Strontium oxide crystallises like rock salt: each ion has six neighbours of the other kind. The table follows one such crystal through twelve cells, with the pressure computed at each fixed volume. Pressure is positive when the crystal pushes outward and must be held compressed. The volume is given per atom, and the shortest distance is that between strontium and oxygen. Answer the seven questions and give reasons.

Spin-unpolarised density functional calculations on rock-salt SrO with Ansatz 0.2.0, using the PBE functional, PAW potentials, a plane-wave cutoff of 420 eV and an 8×8×8 k mesh. The cells are the r2SCAN-relaxed crystal and uniformly compressed or stretched copies of it, each held fixed. Pressure and stress are positive in compression.

```
volume (Å³/atom)  shortest distance (Å)  pressure (GPa)  stress xx (GPa)  stress yy (GPa)  stress zz (GPa)
          14.376                  2.432          26.130           26.130           26.130           26.130
          14.746                  2.452          21.530           21.530           21.530           21.530
          15.192                  2.477          16.650           16.650           16.650           16.650
          15.273                  2.481          15.840           15.840           15.840           15.840
          15.397                  2.488          14.640           14.640           14.640           14.640
          15.604                  2.499          12.740           12.740           12.740           12.740
          15.920                  2.516          10.080           10.080           10.080           10.080
          16.162                  2.528           8.210            8.210            8.210            8.210
          16.291                  2.535           7.280            7.280            7.280            7.280
          17.171                  2.580           1.810            1.810            1.810            1.810
          18.764                  2.657          -4.950           -4.950           -4.950           -4.950
          19.154                  2.676          -6.160           -6.160           -6.160           -6.160
```

Question 1. Which cells would expand if they were released, and which would shrink?

Answer. The cells up to 17.171 Å³ per atom have positive pressure and would expand. The two largest have negative pressure: they are stretched and would shrink. The volume at rest must therefore lie between 17.171 and 18.764 Å³. A smooth equation of state, the Birch-Murnaghan curve fitted to all twelve rows, puts it at 17.53 Å³.

Question 2. The cell at 17.171 Å³ was relaxed to zero pressure with another density functional, r2SCAN. Why does PBE find 1.81 GPa there?

Answer. The two functionals disagree about the size of the crystal at rest. PBE prefers a volume about 2 percent larger, so in its eyes the r2SCAN cell is slightly compressed. The pressure measures that disagreement and is no sign of a poorly relaxed structure.

Remark. A small difference in volume becomes a noticeable pressure because the crystal is stiff. Anyone who takes a structure from one method and a pressure from another should expect such an offset.

Question 3. How much stiffer is the crystal at the compressed end of the table than at the stretched end?

Answer. The measure of stiffness is the bulk modulus K, the pressure change divided by the relative volume change. Two neighbouring rows give it directly:

K ≈ −ΔP / Δ(ln V)

smallest cells: (26.13 − 21.53) / ln(14.746/14.376) = 4.60/0.0254 = 181 GPa

largest cells: (−4.95 + 6.16) / ln(19.154/18.764) = 1.21/0.0206 = 59 GPa

The crystal is three times as stiff at the compressed end, although the distance between neighbours has shrunk by only 9 percent. Removing one percent of the volume costs about 1.8 GPa there and about 0.6 GPa at the other end.

Remark. A single bulk modulus is therefore a poor guide over this range. With its value at zero pressure, 84.5 GPa on the fitted curve, one would predict about 17 GPa for the smallest cell, where the calculation gives 26.13 GPa.

Question 4. Why does the crystal stiffen?

Answer. Two forces compete. The opposite charges pull the ions together, and this pull grows as a modest inverse power of the distance when the ions approach. The push comes from the filled electron shells. Where they overlap, the Pauli principle forces electrons into states of higher kinetic energy, and the cost rises roughly exponentially as the distance shrinks. The stiffness depends on how steeply the push rises, and an exponential rises more steeply the larger it already is. The pull steepens too, but more slowly, so every further step inward costs more pressure than the last.

Two argon atoms pressed together show the same push in its simplest form, since they too have only filled shells. The likeness ends with the attraction: argon atoms carry no charge and hold together only weakly, whereas the ions of the oxide are drawn firmly into each other's repulsive region.

Remark. The table shows the stiffening; the explanation of it is taken from the standard theory of ionic crystals and is not proved by these numbers. The energy terms of two of the runs fit it: from 17.171 to 15.192 Å³ the kinetic term rises by 5.11 eV per cell while the total energy rises by only 0.21 eV, mainly because the electrostatic terms together fall. This kinetic term covers only the smooth part of the PAW wavefunctions; the corrections close to the nuclei are counted in a separate term, so the rise supports the explanation without measuring the whole Pauli cost. The table does not single out the exponential form, and a steep inverse power of the distance would be expected to serve too. The numbers do reject a simpler picture, in which neighbours are joined by ideal springs with the right stiffness at zero pressure. Such springs would give 18.5 GPa in the smallest cell, well short of the computed value, so the real force law must steepen.

Question 5. Estimate the bulk modulus at zero pressure from the charges of the ions and the range of their repulsion.

Answer. Take point charges of +2 and −2 and a repulsion that decays as exp(−d/ρ), where d is the distance between neighbours and ρ the decay length. One SrO unit occupies 2d³. Differentiating its energy with respect to this volume gives the pressure as push minus pull:

P = A exp(−d/ρ)/d² − M q² e²/(6d⁴)

Here A is the strength of the repulsion, M = 1.75 the Madelung constant of rock salt, q = 2 the charge and e² = 14.4 eV Å. At zero pressure push and pull are equal, and a second differentiation gives

K = (d/ρ − 2) × pull / 3

The volume at rest corresponds to d = 2.6 Å, and the fit described below gives ρ = 0.40 Å. Hence

pull = 1.75 × 4 × 14.4 / (6 × 2.6⁴) = 0.37 eV/Å³ ≈ 60 GPa

K ≈ (6.5 − 2) × 60 / 3 ≈ 90 GPa

The Birch-Murnaghan curve gives 84.5 GPa, so the estimate is about 6 percent too high.

Remark. The crystal at rest is a balance of two large opposing pressures, and it is stiff because the push changes about twice as fast with distance as the pull. The size of each part belongs to the model and should be read as an order of magnitude. The strength and range of the repulsion were fitted to the same twelve pressures, so the agreement shows that the picture is coherent, not that it predicts. The model gives too low a pressure at both ends of the table and too high a one in the middle, by 0.6 GPa at worst. This pattern means that the model stiffens too slowly. The first suspect is the full charge of ±2. A large pull can match the stiffness only with a small factor d/ρ − 2, that is with a soft, long-ranged repulsion. A somewhat smaller effective charge would call for a shorter decay length and a faster stiffening, and is expected to shrink the misses. The value of ρ therefore belongs to the charge assumed, and a charge adjusted in this way would also absorb whatever else the model leaves out.

Question 6. What would change if the crystal were rubidium fluoride, whose ions have the same numbers of electrons as those of SrO but only single charges?

Answer. The pull depends on the product of the charges, so at equal distance it would fall to a quarter. The filled shells would still repel each other. If they do so about as strongly and over a similar range as in SrO, the ions move apart until the push has dropped to match the weaker pull. The formula of Question 5 then gives a smaller bulk modulus, because the pull falls by much more than the factor d/ρ − 2 rises. Carrying the repulsion over unchanged is crude, so only the direction should be trusted. Rubidium fluoride should have the larger cell and be much the softer crystal, in line with the well-known difference between alkali halides and alkaline-earth oxides. It should still stiffen under compression, since its repulsion is of the same kind.

Question 7. Which digits of the pressure can be trusted, and for what purpose?

Answer. The pressures are rounded to 0.01 GPa, so the final zero in 26.130 carries no information. Judged within this calculation alone, the hundredths are nearly sound: the slope of the total energies from the same runs reproduces every pressure to within 0.03 GPa. A cutoff that was too low would be expected to pull the stress and the energy slope apart, so the agreement speaks for the cutoff. It is no full convergence test, and finer settings of cutoff and k mesh were not run. As a statement about real strontium oxide, even the last digit before the decimal point is doubtful. Question 2 showed that a change of functional shifts the pressure by almost 2 GPa at one and the same volume. PBE tends to make such crystals slightly too large, which goes with too high a pressure at a given volume. Another omission works the other way: the ions are held still here, whereas their zero-point and thermal motion would add an outward pressure.

Remark. The three stress columns are not three confirmations of the pressure. In a cubic crystal they must be equal, whether the calculation is good or bad. Rounding also does more harm to differences than to single values. Between the close neighbours at 15.192 and 15.273 Å³ it can shift the stiffness by almost 4 GPa in 152, so a slope is better taken from rows that lie further apart.

The output below gives the stiffness for each pair of neighbouring rows and the misses of both fitted curves.

Output of the analysis:

```
fit of pressure on 12 rows: coefficient of (s/vol)**(7/3)-(s/vol)**(5/3) 126.8 +/- 0.048, coefficient of ((s/vol)**(7/3)-(s/vol)**(5/3))*((s/vol)**(2/3)-1) 44.09 +/- 0.43, s 17.53; rms 0.00521, worst 14.746 -0.013, leave-one-out rms 0.00823
fit of pressure + pcoul on 12 rows: coefficient of exp(-dist/s)/dist**2 274731 +/- 334, s 0.3975; rms 0.302, worst 14.376 -0.566, leave-one-out rms 0.409
fit of erel on 12 rows: constant -0.003906 +/- 8.4e-05, coefficient of y -0.001387 +/- 0.00085, coefficient of y**2 20.8 +/- 0.027, coefficient of y**3 4.937 +/- 0.19; rms 8.33e-05, worst 15.92 0.00017, leave-one-out rms 0.000148
Stiffness between each row and the row before, and misses of the models:
     row  mean volume (A3/atom)  stiffness (GPa)  rounding bound (GPa)  Birch-Murnaghan miss (GPa)  ionic model miss (GPa)  energy slope less stress (GPa)
  14.376                    n/a              n/a                   n/a                    0.009595                 -0.5662                         0.02512
  14.746                  14.56              181                0.8828                    -0.01303                 -0.2335                       -0.004167
  15.192                  14.97            163.8                0.7028                  -0.0009038                 0.06216                        0.002133
  15.273                  15.23            152.3                 3.761                  -0.0009743                 0.09933                        0.001223
  15.397                  15.34            148.4                 2.433                  -0.0003498                  0.1495                         0.00068
  15.604                   15.5            142.3                 1.436                    0.002047                  0.2161                        0.001417
   15.92                  15.76            132.7                0.9186                   -0.000865                  0.2719                       -0.003405
  16.162                  16.04              124                 1.175                    0.004722                  0.2949                        0.001161
  16.291                  16.23              117                 2.165                   -0.001852                  0.2892                       -0.005819
  17.171                  16.73              104                0.3082                     0.00421                  0.1797                      -0.0004947
  18.764                  17.97             76.2                0.1605                   -0.003633                  -0.345                       -0.004091
  19.154                  18.96            58.82                0.6369                   0.0005063                 -0.4943                         0.00167
PBE volume at zero pressure (A3/atom): 17.53
PBE zero-pressure volume above that of the r2SCAN cell (percent): 2.071
bulk modulus at zero pressure (GPa): 84.53
pressure derivative of the bulk modulus at zero pressure (no unit): 4.464
stiffness of the most compressed pair over that of the most stretched pair (ratio): 3.078
pressure at the smallest volume if the bulk modulus stayed constant (GPa): 16.75
pressure at the smallest volume for harmonic neighbour springs (GPa): 18.5
inward pressure of the point charges at zero total pressure, order of magnitude only (GPa): 59.04
largest difference between energy slope and stress (GPa): 0.02512
smallest gap of all rows (eV): 3.075
volume reduction from largest to smallest cell (percent): 24.95
distance reduction from largest to smallest cell (percent): 9.118
```
